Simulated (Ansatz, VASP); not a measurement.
## One calculation of Pt, two programs

```xyz
1
Lattice="-0.0098 1.9579 1.9579 1.9579 -0.0098 1.9579 1.9481 1.9481 0.0000" Properties=species:S:1:pos:R:3 pbc="T T T"
Pt    0.0000    0.0000    0.0000
```

Change from the starting cell: strain -0.0100 x Voigt [0, 0, 0, 0, 0, 1], atoms carried along.

Alike in both runs: task single point; functional PBEsol; k mesh 20 × 20 × 20; occupations gaussian, width 0.15 eV; no spin polarisation.

|  | VASP | Ansatz |
| --- | --- | --- |
| version | VASP 6.6.1 | Ansatz 0.2.0 |
| potentials or method | VASP PAW PBE potentials, release 64 (Pt) | scalar-relativistic, plane waves, PAW |
| plane-wave cutoff (eV) | 520 | 420 |
| valence electrons in the cell | 10 | 18 |

VASP gave:

| Item | Value |
| --- | --- |
| gap on the k mesh at the Fermi level (eV) | none |
| pressure (GPa) | 0.2 |
| largest component of the traceless stress (GPa) | 0.82 |

Task: Estimate Ansatz's values.

Result: gap on the k mesh at the Fermi level (eV): none; pressure (GPa): 0.6; largest component of the traceless stress (GPa): 0.81.

A gap of «none» marks a metal or a gap that the smearing closes. With one functional, cell and mesh, what is left measures potentials, basis and numerics. The two sets of potentials don't hold the same shells in valence.

Caveats: the PAW data sets were made with another functional, which shifts forces and pressure a little (VASP). Spin-orbit coupling is left out, which matters for the levels of Pt.
